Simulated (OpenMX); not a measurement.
Here is an OpenMX 3.8.5 calculation.

File BaTe.dat:

```
System.CurrrentDirectory             ./
System.Name                          BaTe
DATA.PATH                            ./DFT_DATA13
level.of.stdout                      1
level.of.fileout                     0
Species.Number                       2
<Definition.of.Atomic.Species
  Ba  Ba10.0-s3p2d2f1        Ba_PBE13
  Te  Te7.0-s3p3d2f1         Te_PBE13
Definition.of.Atomic.Species>

Atoms.Number                         2
Atoms.SpeciesAndCoordinates.Unit     FRAC
<Atoms.SpeciesAndCoordinates
    1  Ba   -0.0040420000    0.0070370000   -0.0072940000   5.000  5.000
    2  Te    0.5045320000    0.5000230000    0.5071330000   8.000  8.000
Atoms.SpeciesAndCoordinates>

Atoms.UnitVectors.Unit               Ang
<Atoms.UnitVectors
     0.0000000000    3.4100000000    3.4100000000
     3.4100000000    0.0000000000    3.4100000000
     3.4100000000    3.4100000000    0.0000000000
Atoms.UnitVectors>

scf.XcType                           GGA-PBE
scf.SpinPolarization                 off
scf.ElectronicTemperature            580.226
scf.energycutoff                     500.0
scf.maxIter                          100
scf.EigenvalueSolver                 band
scf.Kgrid                            7 7 7
scf.Mixing.Type                      rmm-diisk
scf.Init.Mixing.Weight               0.05
scf.Min.Mixing.Weight                0.001
scf.Max.Mixing.Weight                0.3
scf.Mixing.History                   25
scf.Mixing.StartPulay                8
scf.criterion                        1.0e-8
scf.stress.tensor                    on
MD.Type                              nomd
```

Potentials or basis: OpenMX 2013 PBE set, Ba10.0-s3p2d2f1, Te7.0-s3p3d2f1, grid cutoff 500 Ry.

Launch:

```sh
$ openmx BaTe.dat -nt 1 > BaTe.std
```

Question: What does it give for the Mulliken charges?

Answer: Ba +0.10; Te -0.10 e.

Question: Predict the pressure.

Answer: 4.6 GPa.

Question: What does it give for the band gap on the k mesh?

Answer: 1.36 eV, indirect (least direct gap 1.75 eV).

Question: Predict the largest force.

Answer: 0.274 eV/Å.

Forces in eV/Å, atoms in the order of the input:
```
Ba   0.082  0.261  0.017
Te  -0.089 -0.258 -0.005
```

Caveat: spin-orbit coupling is left out, which moves the levels of the heavy elements; an odd mesh through Γ misses points on the zone boundary, where band edges often lie; the basis of atomic orbitals isn't converged, which shifts pressures, moduli and gaps.
